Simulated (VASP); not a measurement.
# CdSe (F-43m) in VASP: a series of runs

One crystal, CdSe, is run at these levels: PBEsol; tasks: relaxation of cell and atoms, electrostatic potential.

All numbers are computed with VASP 6.6.1; they aren't measurements. Logs are shortened: lines on timing, memory, paths and dates and some standing lists are left out, and cuts for length are marked.

## Step 1: The crystal as given

It takes space group F-43m (No. 216, cubic). The conventional cell has a = 6.100 Å, b = 6.100 Å, c = 6.100 Å, α = 90.00°, β = 90.00°, γ = 90.00°. Cd (site symmetry -43m) has 4 Se at 2.64 Å as nearest neighbours. Se (site symmetry -43m) is surrounded by 4 Cd at 2.64 Å.

The cell was built by a generator and needn't be a form met in nature.

## Step 2: Relaxation of cell and atoms, PBEsol

The input, INCAR:

```
ALGO = Fast
EDIFF = 1E-6
EDIFFG = -0.005
ENCUT = 600
GGA = PS
IBRION = 2
ISIF = 3
ISMEAR = 0
LASPH = T
LCHARG = F
LREAL = F
LWAVE = F
NELM = 120
NSW = 40
PREC = Accurate
SIGMA = 0.02
```

The input, KPOINTS:

```
k-points
0
Gamma
  10 10 10
```

The input, POSCAR:

```
CdSe
1.0
    0.0000000000      3.0500000000      3.0500000000
    3.0500000000      0.0000000000      3.0500000000
    3.0500000000      3.0500000000      0.0000000000
Cd Se
1 1
Direct
    0.0000000000      0.0000000000      0.0000000000
    0.2500000000      0.2500000000      0.2500000000
```

Potentials or basis: VASP PAW PBE potentials, release 64 (Cd, Se).

The run is started by

```
cat potpaw_PBE.64/Cd/POTCAR potpaw_PBE.64/Se/POTCAR > POTCAR
mpirun -np 1 vasp_std > vasp.out
```

OUTCAR:

```text
EDIFF = 1E-6
   EDIFFG = -0.005
   ENCUT = 600
   GGA = PS
   IBRION = 2
   ISIF = 3
   ISMEAR = 0
   LASPH = T
   LREAL = F
   NELM = 120
   NSW = 40
   PREC = Accurate

 ion  position               nearest neighbor table
   1  0.000  0.000  0.000-   2 2.64   2 2.64   2 2.64   2 2.64
   2  0.250  0.250  0.250-   1 2.64   1 2.64   1 2.64   1 2.64

  LATTYP: Found a face centered cubic cell.
 ALAT       =     6.1000000000

  Lattice vectors:

 A1 = (   0.0000000000,   3.0500000000,   3.0500000000)
 A2 = (   3.0500000000,   0.0000000000,   3.0500000000)
 A3 = (   3.0500000000,   3.0500000000,   0.0000000000)

Analysis of symmetry for initial positions (statically):
=====================================================================
 Subroutine PRICEL returns:
 Original cell was already a primitive cell.

 Routine SETGRP: Setting up the symmetry group for a
 face centered cubic supercell.

 Subroutine GETGRP returns: Found 24 space group operations
 (whereof 24 operations were pure point group operations)
 out of a pool of 48 trial point group operations.

The static configuration has the point symmetry T_d .

Analysis of symmetry for dynamics (positions and initial velocities):
=====================================================================
 Subroutine PRICEL returns:
 Original cell was already a primitive cell.

 Routine SETGRP: Setting up the symmetry group for a
 face centered cubic supercell.

 Subroutine GETGRP returns: Found 24 space group operations
 (whereof 24 operations were pure point group operations)
 out of a pool of 48 trial point group operations.

The dynamic configuration has the point symmetry T_d .

 Subroutine INISYM returns: Found 24 space group operations
 (whereof 24 operations are pure point group operations),
 and found     1 'primitive' translations

----------------------------------------------------------------------------------------

                                     Primitive cell

  volume of cell :      56.7452

  direct lattice vectors                    reciprocal lattice vectors
     0.000000000  3.050000000  3.050000000    -0.163934426  0.163934426  0.163934426
     3.050000000  0.000000000  3.050000000     0.163934426 -0.163934426  0.163934426
     3.050000000  3.050000000  0.000000000     0.163934426  0.163934426 -0.163934426

  length of vectors
     4.313351365  4.313351365  4.313351365     0.283942755  0.283942755  0.283942755

  position of ions in fractional coordinates (direct lattice)
     0.000000000  0.000000000  0.000000000
     0.250000000  0.250000000  0.250000000

  ion indices of the primitive-cell ions
   primitive index   ion index
                 1           1
                 2           2

----------------------------------------------------------------------------------------

 KPOINTS: k-points

Automatic generation of k-mesh.
 Grid dimensions read from file:
 generate k-points for:   10   10   10

 Generating k-lattice:

  Cartesian coordinates                     Fractional coordinates (reciprocal lattice)
    -0.016393443  0.016393443  0.016393443     0.100000000  0.000000000  0.000000000
     0.016393443 -0.016393443  0.016393443     0.000000000  0.100000000  0.000000000
     0.016393443  0.016393443 -0.016393443     0.000000000  0.000000000  0.100000000

  Length of vectors
     0.028394276  0.028394276  0.028394276

  Shift w.r.t. Gamma in fractional coordinates (k-lattice)
     0.000000000  0.000000000  0.000000000

 Subroutine IBZKPT returns following result:
 ===========================================

 Found     47 irreducible k-points:

 Following reciprocal coordinates:
            Coordinates               Weight
  0.000000  0.000000  0.000000      1.000000
  0.100000  0.000000  0.000000      8.000000
  0.200000  0.000000  0.000000      8.000000
  0.300000  0.000000  0.000000      8.000000
  0.400000  0.000000  0.000000      8.000000
  0.500000  0.000000  0.000000      4.000000
[... 16 lines left out ...]
  0.300000  0.300000  0.000000      6.000000
  0.400000  0.300000  0.000000     24.000000
 [... further k-points ...]
   k-points           NKPTS =     47   k-points in BZ     NKDIM =     47   number of bands    NBANDS=     13
   number of dos      NEDOS =    301   number of ions     NIONS =      2
   total plane-waves  NPLWV =  46656
   dimension x,y,z NGX =    36 NGY =   36 NGZ =   36
   dimension x,y,z NGXF=    72 NGYF=   72 NGZF=   72
   ions per type =               1   1
   NGX,Y,Z   is equivalent  to a cutoff of  13.88, 13.88, 13.88 a.u.
   NGXF,Y,Z  is equivalent  to a cutoff of  27.75, 27.75, 27.75 a.u.
 SYSTEM =  unknown system
   PREC   = accura    normal or accurate (medium, high low for compatibility)
   ISTART =      0    job   : 0-new  1-cont  2-samecut
   ICHARG =      2    charge: 1-file 2-atom 10-const
   ISPIN  =      1    spin polarized calculation?
   LNONCOLLINEAR =      F non collinear calculations
   LSORBIT =      F    spin-orbit coupling
   LASPH  =      T    aspherical Exc in radial PAW
   ENCUT  =  600.0 eV  44.10 Ry    6.64 a.u.   8.61  8.61  8.61*2*pi/ulx,y,z
   NELM   =    120;   NELMIN=  2; NELMDL= -5     # of ELM steps
   EDIFF  = 0.1E-05   stopping-criterion for ELM
   LREAL  =      F    real-space projection
   EDIFFG = -.5E-02   stopping-criterion for IOM
   NSW    =     40    number of steps for IOM
   IBRION =      2    ionic relax: 0-MD 1-quasi-New 2-CG
   NFREE  =      1    steps in history (QN), initial steepest desc. (CG)
   ISIF   =      3    stress and relaxation
   ISYM   =      2    0-nonsym 1-usesym 2-fastsym
   POTIM  = 0.5000    time-step for ionic-motion
   TEBEG  =    0.0;   TEEND  =   0.0 temperature during run
   PSTRESS=    0.0 pullay stress
   NELECT =      18.0000    total number of electrons
   NUPDOWN=      -1.0000    fix difference up-down
   EMIN   =  10.00;   EMAX   =-10.00  energy-range for DOS
   EFERMI =   0.00;   METHOD = LEGACY
   ISMEAR =     0;   SIGMA  =   0.02  broadening in eV -4-tet -1-fermi 0-gaus
   EFERMI_NEDOS =   21; number of points for ismear=-14 and -15
   IALGO  =     68    algorithm
   IMIX   =      4    mixing-type and parameters
     AMIX     =   0.40;   BMIX     =  1.00
     AMIX_MAG =   1.60;   BMIX_MAG =  1.00
  volume/ion in A,a.u.               =      28.37       191.47
  Fermi-wavevector in a.u.,A,eV,Ry     =   1.116493  2.109865 16.960419  1.246556
  Thomas-Fermi vector in A             =   2.253107
   LORBIT       =      0    0 simple, 1 ext, 2 COOP (PROOUT), +10 PAW based schemes
   GGA     = PS    functional components
   LHFCALC =     F    Hartree Fock is set to
   AEXX    =    0.0000 exact exchange contribution
   IVDW    =     0    specifies the selected vdW correction
   LEPSILON=     F    determine dielectric tensor
   LRPA    =     F    only Hartree local field effects (RPA)
 conjugate gradient relaxation of ions
 non-spin polarized calculation
 RMM-DIIS sequential band-by-band and
 Gauss-broadening in eV      SIGMA  =   0.02
  energy-cutoff  :      600.00
  volume of cell :       56.75
 maximum number of plane-waves:      1917
   NGX = 17   NGY = 17   NGZ = 17

--------------------------------------- Ionic step        1  -------------------------------------------

 number of electron      17.9999997 magnetization

 Free energy of the ion-electron system (eV)
  ---------------------------------------------------
  ext. energy  EPLUGINS =         0.00000000
  ---------------------------------------------------
  free energy    TOTEN  =        -6.17804503 eV

  energy without entropy =       -6.17804503  energy(sigma->0) =       -6.17804503

------------------------ aborting loop because EDIFF is reached ----------------------------------------

  FORCE on cell =-STRESS in cart. coord.  units (eV):
  Direction    XX          YY          ZZ          XY          YZ          ZX
  --------------------------------------------------------------------------------------
  -------------------------------------------------------------------------------------
  Total       -0.0650805     -0.0650805     -0.0650805      0.0000000      0.0000000     -0.0000000
  in kB       -1.8375186     -1.8375186     -1.8375186      0.0000000      0.0000000     -0.0000000
  external PRESSURE =      -1.8375186 kB  Pullay stress =       0.0000000 kB
[... 93 lines left out ...]
  energy  without entropy=       -6.1781603073  energy(sigma->0) =       -6.17816031

--------------------------------------- Ionic step        4  -------------------------------------------

 number of electron      17.9999998 magnetization

 Free energy of the ion-electron system (eV)
  ---------------------------------------------------
  ext. energy  EPLUGINS =         0.00000000
  ---------------------------------------------------
  free energy    TOTEN  =        -6.17815770 eV

  energy without entropy =       -6.17815770  energy(sigma->0) =       -6.17815770

 E-fermi :   0.8679     XC(G=0):  -9.0781

 val. band max:        0.7745180008   @ k =   0.0000   0.0000   0.0000
 cond. band min:       1.2485092421   @ k =   0.0000   0.0000   0.0000
 fundamental gap:      0.4739912413
 Fermi energy:         0.8678724956

 k-point     1 :       0.0000    0.0000    0.0000
  band No.  band energies     occupation
      1     -11.8235      2.00000
      2      -7.1221      2.00000
      3      -7.1221      2.00000
      4      -7.1221      2.00000
      5      -6.7457      2.00000
      6      -6.7457      2.00000
      7       0.7745      2.00000
      8       0.7745      2.00000
      9       0.7745      2.00000
     10       1.2485      0.00000
     11       6.6295      0.00000
     12       6.6295      0.00000
     13       6.6295      0.00000
[... 353 lines left out ...]
 k-point    24 :       0.4000    0.3000    0.0000
  band No.  band energies     occupation
      1     -11.4257      2.00000
      2      -6.9554      2.00000
      3      -6.9268      2.00000
      4      -6.8817      2.00000
      5      -6.7011      2.00000
      6      -6.5871      2.00000
      7      -2.7655      2.00000
      8      -0.8874      2.00000
      9      -0.7204      2.00000
     10       4.2532      0.00000
     11       4.7659      0.00000
     12       8.2224      0.00000
     13       9.2950      0.00000

 [... further k-points ...]

------------------------ aborting loop because EDIFF is reached ----------------------------------------

  FORCE on cell =-STRESS in cart. coord.  units (eV):
  Direction    XX          YY          ZZ          XY          YZ          ZX
  --------------------------------------------------------------------------------------
  -------------------------------------------------------------------------------------
  Total        0.0035639      0.0035639      0.0035639      0.0000000      0.0000000      0.0000000
  in kB        0.1010317      0.1010317      0.1010317      0.0000000      0.0000000      0.0000000
  external PRESSURE =       0.1010317 kB  Pullay stress =       0.0000000 kB
[... 17 lines left out ...]
  FREE ENERGIE OF THE ION-ELECTRON SYSTEM (eV)
  ---------------------------------------------------
  free  energy   TOTEN  =        -6.1781577044 eV

  energy  without entropy=       -6.1781577044  energy(sigma->0) =       -6.17815770

 reached required accuracy - stopping structural energy minimisation
```

Run time: 40 s. Hardware: 1 thread of Intel Xeon 6975P-C (Granite Rapids), shared host; peak memory 0.23 GiB.

Results:

```yaml
Free_energy: -6.1782 eV
Relaxed_volume: 28.26 Å³/atom
Relaxed_cell: a = 4.308 Å, b = 4.308 Å, c = 4.308 Å, α = 60.00°, β = 60.00°, γ = 60.00°
Space_group_after_relaxing_to_0.05_Å: F-43m (No. 216)
Energy_gained_by_relaxing: 0.1 meV/atom
Ionic_steps: 4
Pressure_after_relaxing: 0.0 GPa
Band_gap_on_the_k_mesh: 0.47 eV, direct
```

Step by step:
```csv
step,energy change (eV),largest force (eV/Å),pressure (GPa),volume (Å³)
1,0.0000,0.0000,-0.18,56.75
2,-0.0001,0.0000,0.06,56.48
3,-0.0001,0.0000,-0.04,56.54
4,-0.0001,0.0000,0.01,56.52
```

Final structure:
```cif
data_structure
_symmetry_space_group_name_H-M 'P 1'
_symmetry_Int_Tables_number 1
_cell_length_a 4.3076
_cell_length_b 4.3076
_cell_length_c 4.3076
_cell_angle_alpha 60.000
_cell_angle_beta 60.000
_cell_angle_gamma 60.000
_cell_volume 56.52
loop_
_atom_site_label
_atom_site_type_symbol
_atom_site_fract_x
_atom_site_fract_y
_atom_site_fract_z
_atom_site_occupancy
Cd1 Cd 0.00000 0.00000 0.00000 1
Se1 Se 0.25000 0.25000 0.25000 1
```

Caveat: the PAW data sets were made with another functional, which shifts forces and pressure a little.

## Step 3: Electrostatic potential, PBEsol

This run uses another cell than the first one, of 28.26 Å³/atom, 0.996 times its volume.

The input, INCAR:

```
PREC     = Accurate       # precision mode
ENCUT    = 520            # plane-wave cutoff, eV
EDIFF    = 1E-6           # SCF threshold, eV
ISMEAR   = 0              # smearing method
SIGMA    = 0.02           # smearing width, eV
LREAL    = F              # projectors in reciprocal space
LASPH    = T              # aspherical terms in the spheres
NELM     = 80             # most SCF steps
ALGO     = Fast           # electronic algorithm
ISIF     = 2              # what is computed and relaxed
LWAVE    = F              # write WAVECAR
LCHARG   = T              # write CHGCAR
GGA      = PS             # functional
LVHAR    = T
```

The input, KPOINTS:

```
Automatic mesh
0
Gamma
  10 10 10
```

The input, POSCAR:

```
CdSe                                    
1.0
    0.0000000000      3.0459000521      3.0459000521
    3.0459000521      0.0000000000      3.0459000521
    3.0459000521      3.0459000521     -0.0000000000
  Cd              Se            
     1     1
Direct
     0.0000000000000000    0.0000000000000000    0.0000000000000000
     0.2500000000000000    0.2500000000000000    0.2500000000000000
```

Potentials or basis: VASP PAW PBE potentials, release 64 (Cd, Se).

The run is started by

```
cat potpaw_PBE.64/Cd/POTCAR potpaw_PBE.64/Se/POTCAR > POTCAR
mpirun -np 1 vasp_std > vasp.out
```

OUTCAR:

```text
PREC = Accurate
   ENCUT = 520
   EDIFF = 1E-6
   ISMEAR = 0
   LREAL = F
   LASPH = T
   NELM = 80
   ISIF = 2
   GGA = PS

 ion  position               nearest neighbor table
   1  0.000  0.000  0.000-   2 2.64   2 2.64   2 2.64   2 2.64
   2  0.250  0.250  0.250-   1 2.64   1 2.64   1 2.64   1 2.64

  LATTYP: Found a face centered cubic cell.
 ALAT       =     6.0918001042

  Lattice vectors:

 A1 = (   0.0000000000,   3.0459000521,   3.0459000521)
[... 572 lines left out ...]
------------------------ aborting loop because EDIFF is reached ----------------------------------------

  FORCE on cell =-STRESS in cart. coord.  units (eV):
  Direction    XX          YY          ZZ          XY          YZ          ZX
  --------------------------------------------------------------------------------------
  -------------------------------------------------------------------------------------
  Total        0.0263740      0.0263740      0.0263740      0.0000000      0.0000000     -0.0000000
  in kB        0.7476709      0.7476709      0.7476709      0.0000000      0.0000000     -0.0000000
  external PRESSURE =       0.7476709 kB  Pullay stress =       0.0000000 kB

 VOLUME and BASIS-vectors are now :
 -----------------------------------------------------------------------------
  energy-cutoff  :      520.00
  volume of cell :       56.52
      direct lattice vectors                 reciprocal lattice vectors
     0.000000000  3.045900052  3.045900052    -0.164155091  0.164155091  0.164155091
     3.045900052  0.000000000  3.045900052     0.164155091 -0.164155091  0.164155091
     3.045900052  3.045900052  0.000000000     0.164155091  0.164155091 -0.164155091

 POSITION                                       TOTAL-FORCE (eV/Angst)
 -----------------------------------------------------------------------------------
      0.00000      0.00000      0.00000         0.000000      0.000000      0.000000
      1.52295      1.52295      1.52295        -0.000000     -0.000000     -0.000000
 -----------------------------------------------------------------------------------
    total drift:                               -0.000000     -0.000000     -0.000000

  FREE ENERGIE OF THE ION-ELECTRON SYSTEM (eV)
  ---------------------------------------------------
  free  energy   TOTEN  =        -6.1780997627 eV

  energy  without entropy=       -6.1780997627  energy(sigma->0) =       -6.17809976
```

stdout:

```text
POSCAR found type information on POSCAR CdSe
 POSCAR found :  2 types and       2 ions
 scaLAPACK will be used
 -----------------------------------------------------------------------------
|                                                                             |
|                                                                             |
|     You enforced a specific xc type in the INCAR file but a different       |
|     I HOPE YOU KNOW WHAT YOU ARE DOING!                                     |
|                                                                             |
 -----------------------------------------------------------------------------

 LDA part: xc-table for (Slater+PW92), standard interpolation
 POSCAR, INCAR and KPOINTS ok, starting setup
 FFT: planning ... GRIDC
 FFT: planning ... GRID_SOFT
 FFT: planning ... GRID
 WAVECAR not read
 entering main loop
```

Wall time 11 s (1 thread of Intel Xeon 6975P-C (Granite Rapids), shared host); peak memory 0.19 GiB.

What came out:

| Item | Value |
| --- | --- |
| Free energy | -6.1781 eV |
| Pressure | 0.1 GPa |
| Band gap on the k mesh | 0.47 eV, direct |

Levels at points of the mesh, in eV from the valence-band top:
| k point | band 7 | band 8 | band 9 | band 10 | band 11 | band 12 |
| --- | --- | --- | --- | --- | --- | --- |
| (0.00, 0.00, 0.00) | 0.00 | 0.00 | 0.00 | 0.47 | 5.86 | 5.86 |
| (0.50, 0.00, 0.00) | -4.42 | -0.75 | -0.75 | 2.28 | 6.36 | 6.36 |
| (0.50, 0.50, 0.00) | -4.11 | -1.86 | -1.86 | 3.01 | 3.67 | 8.96 |

Caveat: the PAW data sets were made with another functional, which shifts forces and pressure a little.
